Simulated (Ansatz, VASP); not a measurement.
One calculation of Zn3SnO, two programs

INCAR

```
PREC = Accurate
ENCUT = 520
EDIFF = 1E-6
ISMEAR = 0
SIGMA = 0.05
LREAL = False
LASPH = True
NELM = 100
ALGO = Normal
ISIF = 2
LWAVE = False
LCHARG = False
GGA = PE
NBANDS = 36
```

Contents of KPOINTS:

```
regular mesh
0
Gamma
  4 4 4
```

The input POSCAR:

```
Zn3SnO
1.0
    4.2800000000      0.0000000000      0.0000000000
    0.0000000000      4.2800000000      0.0000000000
    0.0000000000      0.0000000000      4.2800000000
Sn O Zn
1 1 3
Direct
    0.0000000000      0.0000000000      0.0000000000
    0.5000000000      0.5000000000      0.5000000000
    0.5000000000      0.5000000000      0.0000000000
    0.5000000000      0.0000000000      0.5000000000
    0.0000000000      0.5000000000      0.5000000000
```

Input for Ansatz:

```yaml
crystal:
  lattice:
    - [4.28, 0.0, 0.0]
    - [0.0, 4.28, 0.0]
    - [0.0, 0.0, 4.28]
  atoms:
    - { symbol: Sn, position: [0.0, 0.0, 0.0] }
    - { symbol: O, position: [0.5, 0.5, 0.5] }
    - { symbol: Zn, position: [0.5, 0.5, 0.0] }
    - { symbol: Zn, position: [0.5, 0.0, 0.5] }
    - { symbol: Zn, position: [0.0, 0.5, 0.5] }
basis:
  ecutwfc: 420
kpoints:
  mp_grid: { grid: [4, 4, 4] }
hamiltonian:
  xc: pbe
scf:
  occupations: { method: gaussian, width: 0.05 }
output:
  forces: true
  stress: true
  eigenvalues: true
```

The cell comes from a database or a generator and needn't be the stable form of this composition.

Alike in both runs: task single point; functional PBE; k mesh 4 × 4 × 4; occupations gaussian, width 0.05 eV; no spin polarisation.

|  | VASP | Ansatz |
| --- | --- | --- |
| version | VASP 6.6.1 | Ansatz 0.2.0 |
| potentials or method | VASP PAW PBE potentials, release 64 (Sn_d, O, Zn) | scalar-relativistic, plane waves, PAW |
| plane-wave cutoff (eV) | 520 | 420 |
| valence electrons in the cell | 56 | 56 |

```tsv
	VASP	Ansatz	Ansatz less VASP
gap on the k mesh at the Fermi level (eV)	none	none	-
pressure (GPa)	4.9	4.6	-0.32
```

A gap of «none» marks a metal or a gap that the smearing closes. The functional is the same, so the differences come from potentials, cutoffs and numerics.

Caveats: the k mesh is coarse (spacing up to 0.37 Å⁻¹), so the values aren't converged.
